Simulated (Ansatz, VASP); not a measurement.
**Two plane-wave programs on AlAu**

```xyz
2
Lattice="3.1772 0.0000 0.0000 0.0000 3.1772 0.0000 0.0000 0.0000 3.1772" Properties=species:S:1:pos:R:3 pbc="T T T"
Al    1.5886    1.5886    1.5886
Au    0.0000    0.0000    0.0000
```

Alike in both runs: functional PBEsol; k mesh 14 × 14 × 14; occupations gaussian, width 0.1 eV; no spin polarisation.

Ansatz relaxed the structure, and its values are those at the end. VASP's run is a single point on that final structure, the one shown.

```csv
,VASP,Ansatz
version,VASP 6.6.1,Ansatz 0.2.0
potentials or method,"VASP PAW PBE potentials, release 64 (Al, Au)","scalar-relativistic, plane waves, PAW"
plane-wave cutoff (eV),520,420
valence electrons in the cell,14,22
```

```tsv
	VASP	Ansatz	Ansatz less VASP
gap on the k mesh at the Fermi level (eV)	none	none	-
pressure (GPa)	-0.2	0.0	+0.20
```

A gap of «none» marks a metal or a gap that the smearing closes. The two sets of potentials don't hold the same shells in valence.

Caveats: the PAW data sets were made with another functional, which shifts forces and pressure a little (VASP). Spin-orbit coupling is left out, which matters for the levels of Au.
